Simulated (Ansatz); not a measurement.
**Moving the strain (εxy = 0.5 s) in Te**

```
Te
1.0
     2.30590    1.33131    1.69095
    -2.30590    1.33131    1.69095
     0.00000   -2.66263    1.69095
Te
1
Cartesian
  0.0000 0.0000 2.5364
```

This isn't the form of Te at room conditions, which is trigonal, of chains.

Kept alike: task band structure; functional PBEsol; k mesh 7 × 7 × 7; occupations fermi-dirac, width 0.05 eV; no spin polarisation. Program: Ansatz, Ansatz PAW, cutoff 420 eV. The mesh is that of the run's cell of 1 atom. No spin-orbit coupling.

| run | stress xy (GPa) | free energy over the lowest row (meV/atom) |
| --- | --- | --- |
| A | 0.32 | 0.62 |
| B | -0.16 | 0.16 |
| C | 0.45 | 2.20 |
| D | -0.32 | 0.62 |
| E | 0.16 | 0.16 |
| F | -0.45 | 2.20 |
| G | 0.00 | 0.00 |

Stress is positive in compression, with a Pulay correction for the finite cutoff. The cell shown is the unstrained one; x, y and z are its Cartesian axes; atoms keep their fractions. For a metal such a mesh leaves the last digits unconverged. Shear stress takes the same sign, opposite to σ = Cε, so its slope is minus the stiffness. All rows use potentials made for PBE.

**Question.** The runs differ in the strain (εxy = 0.5 s) alone: -0.04; -0.02; -0.01; 0; 0.01; 0.02; 0.04. Which run is which?

**Answer.** Run A is -0.02; run B is 0.01; run C is -0.04; run D is 0.02; run E is -0.01; run F is 0.04; run G is 0. The stress xy falls from 0.45 to -0.45 GPa between -0.04 and 0.04. A parabola through the five rows nearest s = 0 has a slope of -16 GPa per unit of s at s = 0, so the stiffness that links it to this strain is about 16 GPa; the fractions stay fixed. The free energy is lowest at 0, and 2.20 meV an atom higher at -0.04; 0.04.
